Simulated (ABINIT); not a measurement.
## A GW chain in ABINIT: SiC (F-43m)

Aim: the G0W0 gap of SiC (F-43m) on PBE, step by step.

Program: ABINIT 10.8.3. Level of theory: PBE and many-body steps on it, plane waves. Results are calculated unless marked as measured.

**The experiments to reproduce.**

- Gap 2.4 eV: Tauc optical (indirect) gap of annealed polycrystalline 3C-SiC; UV-VIS spectroscopic ellipsometry, Tauc analysis; film (CVD ultrathin polycrystalline film, annealed, about 5 nm grains) (“On-Demand CMOS-Compatible Fabrication of Ultrathin Self-Aligned SiC Nanowire Arrays”, 2018, pmc:6267454).

- Gap 2.39 eV: band gap at cryogenic temperature; bulk crystal (literature value) (quoted in “Silicon carbide diodes for neutron detection”, 2020, arxiv:2009.14696).

**1. Starting point**

Symmetry: F-43m, No. 216, cubic system. The conventional cell has a = 4.358 Å, b = 4.358 Å, c = 4.358 Å, α = 90.00°, β = 90.00°, γ = 90.00°. Nearest to Si lie 4 C at 1.89 Å. C has 4 Si at 1.89 Å nearest. Farther neighbours are not listed.

Coordinates:

```cif
data_structure
_symmetry_space_group_name_H-M 'P 1'
_symmetry_Int_Tables_number 1
_cell_length_a 3.0816
_cell_length_b 3.0816
_cell_length_c 3.0816
_cell_angle_alpha 60.000
_cell_angle_beta 60.000
_cell_angle_gamma 60.000
_cell_volume 20.69
loop_
_atom_site_label
_atom_site_type_symbol
_atom_site_fract_x
_atom_site_fract_y
_atom_site_fract_z
_atom_site_occupancy
Si1 Si 0.00000 0.00000 0.00000 1
C2 C 0.25000 0.25000 0.25000 1
```

The cell and positions come from the Crystallography Open Database and are kept as given unless a step says otherwise.

**2. Ground state**

This step: ABINIT 10.8.3; DFT, PBE, plane waves, norm-conserving pseudopotentials.

The ground-state density comes first.

File run.abi:

```
acell 3*1.0 Angstrom
rprim 
  -0.000000000000 2.179000000000 2.179000000000
  2.179000000000 -0.000000000000 2.179000000000
  2.179000000000 2.179000000000 -0.000000000000
ntypat 2
znucl 14 6
natom 2
typat 1 2
xred 
  0.000000000000 0.000000000000 0.000000000000
  0.250000000000 0.250000000000 0.250000000000
pp_dirpath "pseudos"
pseudos "Si.upf, C.upf"
ecut 37
ngkpt 8 8 8
nshiftk 1
shiftk 0 0 0
kptopt 1
chksymbreak 0
nband 9
occopt 1
tolvrs 1e-10
nstep 60
prtwf 0
optforces 0
optstress 0
indata_prefix "in"
outdata_prefix "out"
tmpdata_prefix "tmp"
```

The run is started by

```sh
> OMP_NUM_THREADS=1 mpirun -n 8 abinit run.abi > log
```

Numbers of over 12 decimals in the logs are rounded to 6 here.

What it wrote:

```text
.Version 10.8.3 of ABINIT. v10.8.2 released Aug 2026.

 Symmetries : space group F-4 3 m (#216); Bravais cF (face-center cubic)
================================================================================
 Values of the parameters that define the memory need of the present run
     intxc =       0    ionmov =       0      iscf =       7    lmnmax =       6
     lnmax =       6     mgfft =      32  mpssoang =       3    mqgrid =    3001
     natom =       2  nloc_mem =       1    nspden =       1   nspinor =       1
    nsppol =       1      nsym =      24    n1xccc =    2501    ntypat =       2
    occopt =       1   xclevel =       2
-    mband =           9        mffmem =           1         mkmem =           4
       mpw =        1514          nfft =       32768          nkpt =          29
================================================================================
  Rough estimation (10% accuracy) of disk space for files :
================================================================================

--------------------------------------------------------------------------------
------------- Echo of variables that govern the present computation ------------
--------------------------------------------------------------------------------
 -outvars: echo values of preprocessed input variables --------
            acell      1.8897261259E+00  1.8897261259E+00  1.8897261259E+00 Bohr

      chksymbreak           0
             ecut      3.70000000E+01 Hartree
-          fftalg         312

              ixc     -101130
              kpt      0.00000000E+00  0.00000000E+00  0.00000000E+00
                       1.25000000E-01  0.00000000E+00  0.00000000E+00
                       2.50000000E-01  0.00000000E+00  0.00000000E+00
                       3.75000000E-01  0.00000000E+00  0.00000000E+00
                       5.00000000E-01  0.00000000E+00  0.00000000E+00
                       1.25000000E-01  1.25000000E-01  0.00000000E+00
                       2.50000000E-01  1.25000000E-01  0.00000000E+00
                       3.75000000E-01  1.25000000E-01  0.00000000E+00
                       5.00000000E-01  1.25000000E-01  0.00000000E+00
   [... 18 further rows ...]
                      -3.75000000E-01  5.00000000E-01  1.25000000E-01
                      -2.50000000E-01  5.00000000E-01  2.50000000E-01
         kptrlatt        8    0    0      0    8    0      0    0    8
          kptrlen      4.65866071E+01
P           mkmem           4
            natom           2
            nband           9
            ngfft          32      32      32
             nkpt          29
            nstep          60
             nsym          24
           ntypat           2
              occ      2.000000  2.000000  2.000000  2.000000  0.000000  0.000000
[...]
optforces           0
        optstress           0
            prtwf           0
            rprim     -0.0000000000E+00  2.1790000000E+00  2.1790000000E+00
[...]
spgroup         216

           tolvrs      1.00000000E-10

             xred      0.0000000000E+00  0.0000000000E+00  0.0000000000E+00
[...]
znucl       14.00000    6.00000

================================================================================

 chkinp: Checking input parameters for consistency.

================================================================================
== DATASET  1 ==================================================================
-   mpi_nproc: 8, omp_nthreads: 1 (-1 if OMP is not activated)

--- !DatasetInfo
iteration_state: {dtset: 1, }
dimensions: {natom: 2, nkpt: 29, mband: 9, nsppol: 1, nspinor: 1, nspden: 1, mpw: 1514, }
cutoff_energies: {ecut:  37.0, pawecutdg:  -1.0, }
electrons: {nelect:   8.00000000E+00, charge:   0.00000000E+00, occopt:   1.00000000E+00, tsmear:   1.00000000E-02, }

 Real(R)+Recip(G) space primitive vectors, cartesian coordinates (Bohr,Bohr^-1):
 R(1)=  0.0000000  4.1177132  4.1177132  G(1)= -0.1214266  0.1214266  0.1214266
 R(2)=  4.1177132  0.0000000  4.1177132  G(2)=  0.1214266 -0.1214266  0.1214266
 R(3)=  4.1177132  4.1177132  0.0000000  G(3)=  0.1214266  0.1214266 -0.1214266
 Unit cell volume ucvol=  1.3963629E+02 bohr^3
 Angles (23,13,12)=  6.00000000E+01  6.00000000E+01  6.00000000E+01 degrees

 getcut: wavevector=  0.0000  0.0000  0.0000  ngfft=  32  32  32
         ecut(hartree)=     37.000   => boxcut(ratio)=   2.00684

--- Pseudopotential description ------------------------------------------------
- Si Generated using ONCVPSP code by D. R. Hamann
- 14.00000   4.00000  171031                  znucl, zion, pspdat
12 -101130 2 -1 1510                          pspcod,pspxc,lmax,lloc,mmax
     nproj     2     2     2
  pspatm : epsatm=    9.34321561
         --- l  ekb(1:nproj) -->
[...]
pspatm: atomic psp has been read  and splines computed

- C Generated using ONCVPSP code by D. R. Hamann
-  6.00000   4.00000  171031                  znucl, zion, pspdat
12 -101130 1 -1 1248                          pspcod,pspxc,lmax,lloc,mmax
     nproj     2     2     0
  pspatm : epsatm=    4.31346680
         --- l  ekb(1:nproj) -->
[...]
1   -4.199961   -0.877517
 pspatm: atomic psp has been read  and splines computed

   1.09253459E+02                                ecore*ucvol(ha*bohr**3)
--------------------------------------------------------------------------------

_setup2: Arith. and geom. avg. npw (full set) are    1500.803    1500.779

================================================================================

--- !BeginCycle
iteration_state: {dtset: 1, }
solver: {iscf: 7, nstep: 60, nline: 4, wfoptalg: 0, }
tolerances: {tolvrs: 1.00E-10, }

     iter   Etot(hartree)      deltaE(h)  residm     vres2
 ETOT  1  -10.168909568532    -1.017E+01 1.492E-01 3.560E+02
 ETOT  2  -10.231491617092    -6.258E-02 4.611E-03 1.493E+02
 ETOT  3  -10.269767516249    -3.828E-02 1.428E-01 1.358E-01
 ETOT  4  -10.269786963279    -1.945E-05 4.462E-02 3.686E-03
 ETOT  5  -10.269787210627    -2.473E-07 7.191E-05 1.612E-04
 ETOT  6  -10.269787226935    -1.631E-08 1.202E-03 9.974E-07
 ETOT  7  -10.269787227057    -1.216E-10 5.882E-03 9.720E-09
 ETOT  8  -10.269787227058    -9.539E-13 2.099E-03 2.203E-10
 ETOT  9  -10.269787227058    -5.151E-14 3.861E-03 3.480E-12

 At SCF step    9       vres2   =  3.48E-12 < tolvrs=  1.00E-10 =>converged.

--- !ResultsGS
iteration_state: {dtset: 1, }
comment   : Summary of ground state results
lattice_vectors:
- [ -0.0000000,   4.1177132,   4.1177132, ]
- [  4.1177132,  -0.0000000,   4.1177132, ]
- [  4.1177132,   4.1177132,  -0.0000000, ]
lattice_lengths: [   5.82333,    5.82333,    5.82333, ]
lattice_angles: [ 60.000,  60.000,  60.000, ] # degrees, (23, 13, 12)
lattice_volume:   1.3963629E+02
convergence: {deltae: -5.151E-14, res2:  3.480E-12, residm:  3.861E-03, diffor:  0.000E+00, }
etotal    :  -1.02697872E+01
entropy   :   0.00000000E+00
fermie    :   2.51183540E-01
cartesian_stress_tensor: null
pressure_GPa: null
xred      :
- [  0.0000E+00,   0.0000E+00,   0.0000E+00, Si]
- [  2.5000E-01,   2.5000E-01,   2.5000E-01,  C]
cartesian_forces: null
force_length_stats: {min: null, max: null, mean: null, }

 Integrated electronic density in atomic spheres:
 ------------------------------------------------
 Atom  Sphere_radius  Integrated_density
    1        2.00000          1.92719290
    2        2.00000          4.23371404
================================================================================

 ----iterations are completed or convergence reached----

 Mean square residual over all n,k,spin=   14.795E-06; max=  38.608E-04
 reduced coordinates (array xred) for    2 atoms
       0.000000000000      0.000000000000      0.000000000000
       0.250000000000      0.250000000000      0.250000000000
 rms dE/dt=  0.0000E+00; max dE/dt=  0.0000E+00; dE/dt below (all hartree)
    1       0.000000000000      0.000000000000      0.000000000000
    2       0.000000000000      0.000000000000      0.000000000000

 cartesian coordinates (angstrom) at end:
    1      0.000000     0.000000     0.000000
    2      1.089500     1.089500     1.089500
 length scales=  1.889726125908  1.889726125908  1.889726125908 bohr
              =  1.000000000000  1.000000000000  1.000000000000 angstroms
 prteigrs : about to open file out_EIG
 Fermi (or HOMO) energy (hartree) =   0.25118   Average Vxc (hartree)=  -0.41495
 Eigenvalues (hartree) for nkpt=  29  k points:
 kpt#   1, nband=  9, wtk=  0.00195, kpt=  0.0000  0.0000  0.0000 (reduced coord)
  -0.31511    0.25118    0.25118    0.25118    0.47989    0.51987    0.51987    0.51987
   0.78510
 prteigrs : prtvol=0 or 1, do not print more k-points.

--- !EnergyTerms
iteration_state     : {dtset: 1, }
comment             : Components of total free energy in Hartree
kinetic             :  5.89032805913900E+00
hartree             :  1.16700143504615E+00
xc                  : -3.77898474893224E+00
Ewald energy        : -1.04656108775139E+01
psp_core            :  7.82414532507906E-01
local_psp           : -4.12559242220302E+00
non_local_psp       :  2.60656794897945E-01
total_energy        : -1.02697872270581E+01
total_energy_eV     : -2.79455146899521E+02
band_energy         :  2.75566795094551E-01

== END DATASET(S) ==============================================================
================================================================================

 -outvars: echo values of variables after computation  --------
           etotal     -1.0269787227E+01
            nband           9
             nkpt          29
          spgroup         216
 [... the other variables as echoed above ...]

 Calculation completed.
```

Wall time 2.5 s (8 MPI ranks of Arm Neoverse V2, shared host); peak memory 0.07 GiB.

Numbers from this step:

| Quantity | Value |
| --- | --- |
| total energy | -279.4551 eV |
| gap | 1.361 eV |
| k of the valence top | 0, 0, 0 |
| k of the conduction bottom | 0.5, 0.5, 0 |
| least direct gap | 4.553 eV |

The gap is indirect, with the least direct gap 3.19 eV higher.

(Part 1 of 3 ends here.)

[Paths, hosts, dates, memory and timing lines, banners, echoed tables and standing remarks are left out of the program output.]

[Logs are printed without paths, hosts, clocks, repeated set-up lines and the standing remarks that a program may print on its own settings, such as how far it seeks lower states.]

[Runs of the session that timed out or met a known fault of the program may be left out.]

[Hosts, paths, dates, database ids (printed as entryN), source tags and the programs' standing remarks are cut or masked in the printed files.]

[G0W0 gaps are taken among the corrected bands and points alone; a level outside them can change the order at an edge.]

[Where Ansatz stands beside ABINIT at settings called matched, ABINIT's density can come from a denser mesh and the files from another edition; pairs whose starting gaps differed by over 0.03 eV were left out, so agreement reads better than it is.]
